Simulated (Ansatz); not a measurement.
Runs of Ansatz 0.2.0 on HfN. It takes space group Fm-3m (No. 225, cubic). The conventional cell has a = 4.512 Å, b = 4.512 Å, c = 4.512 Å, α = 90.00°, β = 90.00°, γ = 90.00°. Hf (site symmetry m-3m) has 6 N at 2.26 Å as nearest neighbours. N (site symmetry m-3m) has 6 Hf at 2.26 Å as nearest neighbours. 

```tsv
task	level	spin	cutoff (eV)	q mesh	points for each segment of the path	atoms under strain	gap on the mesh (eV)	pressure (GPa)	V0 of scaled cells (Å³/atom)	B0 (GPa)
phonons	PBEsol	off	420	2 × 2 × 2	8	-	none	-	-	-
band structure	r2SCAN	off	500	-	14	-	none	2.6	-	-
band structure	PBEsol	SOC, no magnetisation	420	-	14	-	none	(b)	-	-
equation of state	LDA	off	420	-	-	-	-	-	11.15	(a)
elastic constants	PBEsol	off	420	-	-	relaxed	none	-1.9	-	-
equation of state	r2SCAN	off	500	-	-	-	-	-	11.59	282
band structure	LDA	off	420	-	14	-	none	-8.3	-	-
density of states	PBEsol	off	420	-	-	-	none	-1.9	-	-
```

Alike in all rows: potentials or basis Ansatz PAW; cell as given; k mesh 10 × 10 × 10; smearing fermi-dirac 0.05 eV.

Problem. Fill in the values left out.

Solution. (a) 302; (b) -2.3.

Caveats: the PAW data sets come from PBE, with cores solved anew for the run's functional, which leaves a small shift of forces and pressure (some runs); spin-orbit coupling is left out, which moves the levels of the heavy elements (some runs); elastic constants of metals need much finer meshes, so these are rough (some runs); the PAW data sets were made with another functional, which shifts forces and pressure a little (some runs).

A k mesh can miss the band edges, and rows without SOC leave out spin-orbit coupling on Hf.

A gap of «none» marks a metal or a gap under the smearing width.

Runs at the PBE level aren't shown here.
